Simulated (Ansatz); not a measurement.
ZrSe2 under changes of volume

One of the cells (25.784 Å³/atom); the others are scaled copies at fixed shape and fractional positions:

```
CELL_PARAMETERS angstrom
3.79800 0.00000 0.00000
-1.89900 3.28916 0.00000
0.00000 0.00000 6.19200
ATOMIC_POSITIONS crystal
Zr 0.00000 0.00000 0.00000
Se 0.66667 0.33333 0.75000
Se 0.33333 0.66667 0.25000
```

```yaml
Program: Ansatz 0.2.0
Functional: rPW86-PBE
Dispersion: rVV10
Potentials_or_basis: Ansatz PAW
Cutoff: "420 eV (not typed: the program's choice for these potentials)"
k_mesh: 8 × 8 × 5
Occupations: fermi-dirac, width 0.05 eV
Spin: no spin polarisation
```

```csv
volume (Å³/atom),energy over the lowest point (meV/atom),pressure (GPa),gap on the mesh (eV),largest force (eV/Å)
24.237,68.71,9.3,0.33,1.390
24.753,42.36,7.1,0.36,1.120
25.268,22.94,5.0,0.38,0.869
25.784,?,?,?,?
26.300,2.33,1.5,0.42,0.417
26.815,0.00,0.0,0.44,0.214
27.331,2.34,-1.4,0.45,0.024
```

Q: What does the run at 25.784 Å³/atom give?

A: Energy over the lowest point 9.79 meV/atom; pressure 3.2 GPa; gap on the mesh 0.40 eV; largest force 0.635 eV/Å.

Worked out: A Birch-Murnaghan fit of order 3 (a polynomial in V^(-2/3)) to the other rows has its minimum at 26.81 Å³/atom with B0 = V·E''(V) = 75 GPa and B' = 4.1 at fixed shape and positions, which overstates the stiffness. It gives 9.80 meV/atom at 25.784 Å³/atom, against the run's 9.79, and -dE/dV = 3.2 GPa, against 3.2. A straight line through the other rows of the gap, of slope 1 eV per unit of ln V, gives 0.40 eV, against the run's 0.40.

Energies are extrapolated to zero smearing.

Caveats: odd divisions of the mesh miss points on the zone boundary, where band edges often lie, so the gap on the mesh can be too wide; the PAW data sets come from PBE, with cores solved anew for the run's functional, which leaves a small shift of forces and pressure; forces of over 1 eV/Å show positions far from the minimum, so gaps and moduli don't describe the material at rest (some runs).

A mesh can miss the band edges. Spin-orbit coupling on Se, Zr is left out.
